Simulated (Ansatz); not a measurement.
# MgB₂H₈: Field gradients at the nuclei

The cell is a computed structure from the Materials Project (it need not be an observed phase), taken as it stands.

Space group P4_2nm (No. 102); a = 5.6491, c = 6.0408 Å.

```csv
site,Wyckoff,site symmetry,x,y,z
Mg,2a,2.mm,0.5000,0.5000,0.4997
B,4c,..m,0.2394,0.7606,0.7441
H7,8d,1,0.0403,0.6996,0.8030
H15,4c,..m,0.3796,0.6204,0.8235
H19,4c,..m,0.2335,0.7665,0.5439
```

One atom of each set is listed.

Method: Kohn–Sham DFT in Ansatz, r2SCAN, plane waves and PAW, scalar-relativistic, 500 eV cutoff, Γ-centred 5×5×5 k-points, Fermi–Dirac smearing 0.02 eV.

C_Q = eQV_zz/h, which is 24.18 MHz for Q = 1 b and V_zz = 10²¹ V/m²; η = (V_xx − V_yy)/V_zz. ν_Q = 3|C_Q|/[2I(2I − 1)].

²⁵Mg: I = 5/2, Q = 199.4 mb; 10B: I = 3, Q = 84.59 mb; ²H: I = 1, Q = 2.858 mb. Nuclear quadrupole moments: year-2017 set (Pyykkö).

```
site  atoms                         first shell  C_Q (MHz)     η  ν_Q (MHz)
  Mg      2                  8 H at 2.08–2.18 Å       3.13  0.18      0.469
   B      4                  4 H at 1.21–1.23 Å      0.726  0.97      0.073
  H7      8  1 B at 1.23 Å; also 1 Mg at 2.08 Å      0.115  0.22      0.173
 H15      4                       1 B at 1.22 Å      0.122  0.15      0.182
 H19      4                       1 B at 1.21 Å      0.128  0.17      0.192
```

At H7, H15 and H19 V_zz points along its bond to B (within 4°) in each case.

The lattice is static: at room temperature BH₄ may turn and average the couplings of its hydrogen. Where η is near 1 the sign of V_zz means little.

The run took 43 s of wall time (43 s of CPU time) and 0.75 GiB at its peak, on 1 thread of Arm Neoverse V2 (aarch64; 8 cores open to the job, memory cap 2.5 GiB, no GPU), a shared host with a load of 0.4 a core.
